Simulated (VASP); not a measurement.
Input of a VASP 6.6.1 run:

File INCAR:

```
SYSTEM = C
PREC = Accurate
ENCUT = 600
EDIFF = 1E-7
ISMEAR = 0
SIGMA = 0.03
LREAL = .FALSE.
LASPH = .TRUE.
NELM = 80
ALGO = Normal
ISIF = 3
LWAVE = .FALSE.
LCHARG = .FALSE.
GGA = PE
IBRION = 2
NSW = 90
EDIFFG = -0.005
LATTICE_CONSTRAINTS = .TRUE. .TRUE. .FALSE.
KPAR = 2
```

The input KPOINTS:

```
Automatic mesh
0
G
  15 15 1
  0 0 0
```

Contents of POSCAR:

```
C                                       
1.0
    2.4669857628      0.0000000000      0.0000000000
   -1.2334928814      2.1364723440      0.0000000000
    0.0000000000      0.0000000000     24.8239500000
  C             
     6
Direct
     0.0000000000000000    0.0000000000000000    0.3427309752372793
     0.6666666699999979    0.3333333300000021    0.3427244069407564
     0.0000000000000000    0.0000000000000000    0.4999947055266398
     0.3333333300000021    0.6666666699999979    0.4999996154623313
     0.0000000000000000    0.0000000000000000    0.6572727448647504
     0.6666666699999979    0.3333333300000021    0.6572775519682424
```

Potentials or basis: VASP PAW PBE potentials, release 64 (C).

Launch:

```bash
$ cat potpaw_PBE.64/C/POTCAR > POTCAR
$ mpirun -np 2 vasp_std > vasp.out
```

Q: Predict the relaxed volume.

A: 21.80 Å³/atom.

Q: What does it give for the band gap on the k mesh?

A: None (metal or under the smearing width).

Forces in eV/Å, atoms in the order of the input:
```
C    0.000  0.000 -0.002
C    0.000  0.000 -0.002
C    0.000  0.000  0.001
C    0.000  0.000 -0.001
C    0.000  0.000  0.002
C    0.000  0.000  0.002
```
